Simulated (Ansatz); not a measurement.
# GaAs (F-43m) in Ansatz: a series of runs

The runs below take GaAs through relaxation of cell and atoms, single point, with PBE.

Everything below comes from runs of Ansatz 0.2.0. Logs are shortened: lines on timing, memory, paths and dates and some standing lists are left out, and cuts for length are marked.

**What was measured.**

From “Evidence of valence band perturbations in GaAsN/GaAs(001): A combined variable-angle spectroscopic ellipsometry and modulated photoreflectance investigation”, 2008, arxiv:0805.2212, for a bulk crystal of GaAs at 300 K: band gap 1.412 ± 0.01 eV (direct).

The runs below are set against these values where they give the same quantity.

### 1 The structure

Symmetry: F-43m, No. 216, cubic system. Conventional cell: a = 5.654 Å, b = 5.654 Å, c = 5.654 Å, α = 90.00°, β = 90.00°, γ = 90.00°. As (site symmetry -43m) is surrounded by 4 Ga at 2.45 Å. Around Ga (site symmetry -43m) lie 4 As at 2.45 Å.

### 2 Relaxation of cell and atoms, PBE

input.yaml reads:

```yaml
crystal:
  lattice:
    - [0.0, 2.82685, 2.82685]
    - [2.82685, 0.0, 2.82685]
    - [2.82685, 2.82685, 0.0]
  atoms:
    - { symbol: As, position: [0.75, 0.75, 0.75] }
    - { symbol: Ga, position: [0.0, 0.0, 0.0] }
hamiltonian:
  xc: pbe
  pseudopotentials: { kind: paw }
kpoints:
  mp_grid: { grid: [8, 8, 8] }
scf:
  occupations: { method: fermi_dirac, width: 0.05 }
output:
  forces: true
  stress: true
  eigenvalues: true
relax:
  f_tol: 0.01
  max_steps: 40
  cell: { stress_tol: 0.05 }
```

Potentials or basis: Ansatz PAW.

Command:

```bash
$ ansatz run input.yaml --threads 2 --pin off --max-ram 5632MiB --backend cpu --events-out ev --progress --plain --runs-dir out
```

The log of the run:

```text
Warning: RAYON_NUM_THREADS=2 ignored (pool sized by the plan → 2); use --threads N
Engine: ansatz 0.2.0, x86_64-unknown-linux-gnu
Pseudopotentials: kind: paw
Pseudopotential: As, paw, valence charge 15, recommended cutoff 420 eV (normal), As.paw.azcp
Pseudopotential: Ga, paw, valence charge 13, recommended cutoff 420 eV (normal), Ga.paw.azcp
Functional definition: PBE
  parameter kappa = 0.804
  parameter beta = 0.06672455060314922
  exchange = pbe_x(kappa = kappa, mu = beta*pi^2/3)
  correlation = pbe_c(beta = beta)
Crystal: 2 atoms, lattice volume = 45.179 Å³
Basis set: ecut = 420 eV, 893 PW (Γ), exchange–correlation on 54×54×54 points (8 copies of the dense FFT grid, shifted against one another)
Bands: 18, of which v1, the nominal top of the filled ones, is band 14 counted from 1 (13 counted from 0)
Symmetry: 24 space group operations
Space group: F-43m (ITA 216), of the structure as read, at distance tolerance 3.6e-5 Å
k-points: 29 of 512 (time reversal used)
Non-local potential: As, projectors of the file, l = 0: 2, l = 1: 2, l = 2: 3, l = 3: 1
Non-local potential: Ga, projectors of the file, l = 0: 2, l = 1: 2, l = 2: 3, l = 3: 1
PAW form: soft (Blöchl's): semilocal exchange-correlation on the pseudo side does not see the compensation charge
PAW one-centre angular grid: As, 590 points (default); XC on 64 Gauss nodes
PAW one-centre angular grid: Ga, 590 points (default); XC on 64 Gauss nodes
Initial density: superposition of atomic densities (neutral atoms: chi_scale 0, normalization atom), corrected by the library's trained network
Initial wavefunctions: pseudopotential atomic-orbital guess
Functional: x = pbe(κ = 0.804, μ = 0.2195149727645171), c = pbe(β = 0.06672455060314922)
SCF iter   1: F=—  HF=-8639.835148 eV  |F-HF|=—  |Δ(HF+E_count)|=         —  Δρ=1.75e-3  dr2=2.36e-3  ethr=1.77e-3  ⟨swp⟩=5.9  Hψ=2529  notcnv=0
preconditioner: auto → none  [insulator: Δε(μ)=0.507 eV  Ē_g=15.490 eV  σ=0.050 eV  W_gap=0.99  n_scr=14 (ndim 8)  ℏωp=23.4 eV  f_vac=0.086  D(μ)=0.00/eV (n_scr^D=0)  ε∞_Penn≈3.3]
SCF iter   2: F=—  HF=-8639.834119 eV  |F-HF|=—  |Δ(HF+E_count)|=   1.03e-3  Δρ=8.69e-4  dr2=3.17e-4  ethr=8.42e-6  ⟨swp⟩=2.0  Hψ=1039  notcnv=0
SCF iter   3: F=—  HF=-8639.834032 eV  |F-HF|=—  |Δ(HF+E_count)|=   8.70e-5  Δρ=2.67e-4  dr2=3.94e-5  ethr=1.13e-6  ⟨swp⟩=2.0  Hψ=783  notcnv=0
[... 42 lines left out ...]
SCF iter   2: F=—  HF=-8639.855024 eV  |F-HF|=—  |Δ(HF+E_count)|=   2.19e-3  Δρ=2.39e-4  dr2=8.24e-7  ethr=1.11e-8  ⟨swp⟩=2.0  Hψ=783  notcnv=0
SCF iter   3: F=—  HF=-8639.855689 eV  |F-HF|=—  |Δ(HF+E_count)|=   6.65e-4  Δρ=5.83e-5  dr2=1.06e-7  ethr=2.94e-9  ⟨swp⟩=3.0  Hψ=868  notcnv=0
SCF iter   4: F=—  HF=-8639.855730 eV  |F-HF|=—  |Δ(HF+E_count)|=   4.03e-5  Δρ=1.12e-5  dr2=2.58e-8  ethr=3.79e-10  ⟨swp⟩=2.4  Hψ=915  notcnv=0
SCF iter   5: F=—  HF=-8639.855731 eV  |F-HF|=—  |Δ(HF+E_count)|=   8.59e-7  Δρ=1.19e-6  dr2=4.68e-10  ethr=9.23e-11  ⟨swp⟩=2.0  Hψ=782  notcnv=0
SCF iter   6: F=—  HF=-8639.855731 eV  |F-HF|=—  |Δ(HF+E_count)|=   6.93e-9  Δρ=3.59e-7  dr2=3.57e-11  ethr=1.67e-12  ⟨swp⟩=2.6  Hψ=895  notcnv=0
SCF iter   7: F=-8639.855731 eV  HF=-8639.855731 eV  |F-HF|=1.27e-11  |Δ(HF+E_count)|=  4.84e-10  Δρ=5.89e-8  dr2=3.15e-12  ethr=1.00e-12  ⟨swp⟩=5.6  Hψ=2205  notcnv=0
SCF 5 converged in 7 iterations: F = -8639.855731 eV  dr2 = 3.15e-12
relax step   5: F+E_penalty+E_count = -8639.85573051 eV  Δ(F+E_penalty+E_count) = -4.526e-4 eV  max|allowed force component| = 3.643e-17 eV/Å  Δτ_max = 0.0000 Å  P = +0.003 GPa  Ω = 47.411 Å³  stress off target by 2.85e-3 GPa  SCF on the basis re-selected at this cell (its energy is not comparable with the rows above)  (7 SCF iters)
basis re-selected at this cell: Δ(F+E_penalty+E_count) = -4.526e-4 eV, ΔP = +0.001 GPa vs the last step (what re-selecting the basis moved, of the pressure what is left beyond the Pulay correction that the steps carried, after the strain that the cell walked since its last selection, with what the two solves' SCF thresholds leave and, on support functions, any second-order correction that the steps lacked; it is no measure of the basis error at this ecutwfc). The dense FFT grid was sized anew with the basis: this SCF ran on 30×30×30 points, the steps before it on 27×27×27, so part of this shift can come from that change (see relax.cell in the input reference). This SCF's stress stands 2.85e-3 GPa from its target on what of the cell is left free (relax.cell.stress_tol is 5.00e-2 GPa) and its largest allowed force component is 3.64e-17 eV/Å (relax.f_tol is 1.00e-2 eV/Å): within both
SCF converged after 7 iterations
Free energy (F): -8639.855731 eV
Harris-Foulkes:  -8639.855731 eV  (|F-HF|=1.27e-11)
Internal energy: -8639.855396 eV  (E = F + TS)
E sigma→0 (E₀):  -8639.855563 eV
Entropy (-TS):   -0.000334 eV (-0.167 meV/atom)
Fermi energy:    7.660758 eV
--- Per-component energies (eV) ---
  E_band       = -327.366153
  E_kinetic    = 218.198536
  E_local      = -3985.364396  (includes V_loc(G=0)·N_el)
  E_nonlocal   = -245.753183
  E_hartree    = 2001.041949
  E_xc         = -147.828517
  E_vxc        = -136.624315  (∫ρ·V_xc dr)
  E_paw        = -3824.444522  (= ΣΔE_a)
  E_vpaw       = -179.906685  (= ΣTr[D̂ρ^β])
  E_aug_tail   = -0.000108  (compensation charges beyond the density's cutoff)
  E_ewald      = -2655.705155
  E_smearing   = -0.000334  (= −TS)
  E_closure    = -0.000000  (closes the sum)
  Σ components = -8639.855731   (vs F -8639.855731, Δ=0.00e0)
--- Forces (eV/Å), atoms counted from 1 ---
  atom   1  As     0.00000000    -0.00000000    -0.00000000
  atom   2  Ga    -0.00000000     0.00000000     0.00000000
  max |Σ_I F_I| component: 5.67e-17 eV/Å
--- Stress (GPa, compression-positive) ---
        0.002851      -0.000000      -0.000000
       -0.000000       0.002851       0.000000
       -0.000000       0.000000       0.002851
  P = ⅓ Tr σ = 0.0029 GPa (0.029 kbar)
--- Band table (eV; the first three rows and the last of 29) ---
  k-point 0: bands = ["-27.5403", "-27.5403", "-27.5403", "-27.5322", "-27.5322", "-7.1606", "-7.1606", "-7.1606", "-7.0929", "-7.0929", "-4.8476", "7.5445", "7.5445", "7.5445", "7.7048", "11.2688", "11.2688", "11.2688"]
  k-point 1: bands = ["-27.5402", "-27.5402", "-27.5402", "-27.5322", "-27.5322", "-7.1714", "-7.1576", "-7.1576", "-7.0930", "-7.0930", "-4.6778", "5.5513", "7.3263", "7.3263", "8.9094", "11.5953", "11.5953", "11.6525"]
  k-point 2: bands = ["-27.5402", "-27.5399", "-27.5399", "-27.5321", "-27.5321", "-7.1957", "-7.1510", "-7.1510", "-7.0926", "-7.0926", "-4.2046", "3.4976", "6.9128", "6.9128", "8.8413", "12.0968", "12.0968", "13.2712"]
  k-point 28: bands = ["-27.5400", "-27.5397", "-27.5388", "-27.5323", "-27.5317", "-7.2443", "-7.1340", "-7.1227", "-7.1018", "-7.0896", "-2.5066", "1.1193", "4.2348", "4.4261", "11.9413", "12.2419", "12.8045", "13.5712"]
--- Relaxed structure (4 steps of the walk, 4 accepted, 1 SCFs on fresh bases) ---
  F+E_penalty+E_count = -8639.85573051 eV   max|allowed force component| = 3.643e-17 eV/Å   (the final SCF, on the basis selected at the relaxed cell)
  cell:  # Å, volume = 47.4107 Å³
    - [-6.623983642764265e-34, 2.8726451913957862, 2.8726451913957862]
    - [2.8726451913957862, 1.0904096150396561e-32, 2.8726451913957862]
    - [2.8726451913957862, 2.8726451913957862, 7.184474566382782e-33]
  atoms:
    - { symbol: As, position: [0.7499999999999999, 0.7499999999999999, 0.7499999999999999] }
    - { symbol: Ga, position: [1.544277626077696e-33, -1.1809181846476498e-33, -1.4988576958989399e-33] }
```

Run time: 2.1 s. Hardware: 2 threads of AMD EPYC 9R45 (Zen 5), shared host; peak memory 0.42 GiB.

Results:

```yaml
Free_energy: -8639.8557 eV
Relaxed_volume: 23.71 Å³/atom
Relaxed_cell: a = 4.063 Å, b = 4.063 Å, c = 4.063 Å, α = 60.00°, β = 60.00°, γ = 60.00°
Space_group_after_relaxing_to_0.05_Å: F-43m (No. 216)
Energy_gained_by_relaxing: 10.8 meV/atom
Ionic_steps: 5
Pressure_after_relaxing: 0.0 GPa
Band_gap_on_the_k_mesh: 0.16 eV, direct
```

The path:
```
step  energy change (eV)  largest force (eV/Å)  volume (Å³)
   1              0.0000                0.0000        45.18
   2             -0.0204                0.0000        46.94
   3             -0.0212                0.0000        47.37
   4             -0.0212                0.0000        47.41
   5             -0.0217                0.0000        47.41
```

Final structure:
```cif
data_structure
_symmetry_space_group_name_H-M 'P 1'
_symmetry_Int_Tables_number 1
_cell_length_a 4.0625
_cell_length_b 4.0625
_cell_length_c 4.0625
_cell_angle_alpha 60.000
_cell_angle_beta 60.000
_cell_angle_gamma 60.000
_cell_volume 47.41
loop_
_atom_site_label
_atom_site_type_symbol
_atom_site_fract_x
_atom_site_fract_y
_atom_site_fract_z
_atom_site_occupancy
As1 As 0.75000 0.75000 0.75000 1
Ga1 Ga 0.00000 0.00000 0.00000 1
```

Caveat: the plane-wave basis is chosen anew once the cell has moved, so the energies of steps on either side of that aren't comparable. Zero-point motion and thermal expansion aren't in these numbers.

### 3 Single point, PBE

input.yaml, as its differences from that of step 2:

```diff
@@ -19,5 +19 @@
   eigenvalues: true
-relax:
-  f_tol: 0.01
-  max_steps: 40
-  cell: { stress_tol: 0.05 }
```

Potentials or basis: Ansatz PAW.

Command:

```bash
$ ansatz run input.yaml --threads 2 --pin off --max-ram 5632MiB --backend cpu --events-out ev --progress --plain --runs-dir out
```

Wall time 0.4 s (2 threads of AMD EPYC 9R45 (Zen 5), shared host); peak memory 0.39 GiB.

Results (log left out):

| Item | Value |
| --- | --- |
| Free energy | -8639.8341 eV |
| Pressure | 3.3 GPa |
| Band gap on the k mesh | 0.52 eV, direct |

Levels at points of the mesh, in eV from the valence-band top:
| k point | band 11 | band 12 | band 13 | band 14 | band 15 | band 16 | band 17 | band 18 |
| --- | --- | --- | --- | --- | --- | --- | --- | --- |
| (0.00, 0.00, 0.00) | -12.73 | 0.00 | 0.00 | 0.00 | 0.52 | 3.74 | 3.74 | 3.74 |
| (0.00, 0.00, -0.50) | -10.96 | -6.63 | -1.14 | -1.14 | 1.00 | 4.64 | 4.64 | 7.76 |
| (0.00, -0.50, -0.50) | -10.23 | -6.81 | -2.67 | -2.67 | 1.47 | 1.66 | 10.17 | 10.17 |

### 4 How close it comes

Step 3. A measured gap of GaAs is 1.412 eV (direct; 300 K; “Evidence of valence band perturbations in GaAsN/GaAs(001): A combined variable-angle spectroscopic ellipsometry and modulated photoreflectance investigation”, 2008, arxiv:0805.2212); the calculated 0.52 eV misses it by -0.90 eV. 3 values of this kind are on record (1.412 to 1.51 eV); this one was drawn at random among those near their median, those with a stated uncertainty first. Spin-orbit coupling on As, Ga is left out. The value is that of PBE on a finite k mesh, which can miss the band edges, without temperature or zero-point motion. Semilocal functionals fall short of measured gaps as a rule.
